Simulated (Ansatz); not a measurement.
Wanted: the native input for an Ansatz 0.2.0 run.

```yaml
Task: relaxation of cell and atoms
Functional: revPBE
Potentials_or_basis: Ansatz PAW
Cutoff: "420 eV (not typed: the program's choice for these potentials)"
k_mesh: 10 × 10 × 5
Occupations: fermi-dirac, width 0.05 eV
Spin: no spin polarisation
```

Crystal: CuO (Tenorite).

```xyz
4
Lattice="2.3418 -1.7113 0.0000 2.3418 1.7113 0.0000 -0.8500 0.0000 5.0579" Properties=species:S:1:pos:R:3 pbc="T T T"
Cu    0.7459   -0.8557    2.5289
Cu    1.1709    0.8557    0.0000
O     1.7043    0.2793    3.7934
O     2.1293   -0.2793    1.2645
```

These files were run (other wordings do the same):

input.yaml

```yaml
crystal:
  lattice:
    - [2.34185, -1.7113, 0.0]
    - [2.34185, 1.7113, 0.0]
    - [-0.8500274268, 0.0, 5.0578693947]
  atoms:
    - { symbol: Cu, position: [0.5, 0.0, 0.5] }
    - { symbol: Cu, position: [0.0, 0.5, 0.0] }
    - { symbol: O, position: [0.4184, 0.5816, 0.75] }
    - { symbol: O, position: [0.5816, 0.4184, 0.25] }
hamiltonian:
  xc: revpbe
  pseudopotentials: { kind: paw }
kpoints:
  mp_grid: { grid: [10, 10, 5] }
scf:
  occupations: { method: fermi_dirac, width: 0.05 }
output:
  forces: true
  stress: true
relax:
  f_tol: 0.01
  max_steps: 40
  cell: { stress_tol: 0.05 }
```

Potentials or basis: Ansatz PAW.

Launch:

```sh
$ ansatz run input.yaml --threads 2 --pin off --max-ram 5632MiB --backend cpu --events-out ev --progress --plain --runs-dir out
```

Results of the run:

The relaxed volume is 11.50 Å³/atom. The relaxed cell is a = 2.980 Å, b = 2.980 Å, c = 5.180 Å, α = 90.01°, β = 90.01°, γ = 89.90°. The space group after relaxing (to 0.05 Å) is P4_2/mmc (No. 131). The energy gained by relaxing is 69.0 meV/atom, the ionic steps are 23 and the pressure after relaxing is 0.0 GPa.

Caveat: the plane-wave basis is chosen anew once the cell has moved, so the energies of steps on either side of that aren't comparable; the pressure holds a Pulay correction of +0.6 GPa for the finite cutoff; the volume moved by +13 % from the deposited cell, more than functionals usually miss; the run has no spin polarisation, though such a crystal can be magnetic; the PAW data sets come from PBE, with cores solved anew for the run's functional, which leaves a small shift of forces and pressure.

It took 3.8 min on 2 threads of Intel(R) Xeon(R) Processor @ 2.50GHz (Skylake/Cascade Lake), on a shared host, peak memory 0.47 GiB.
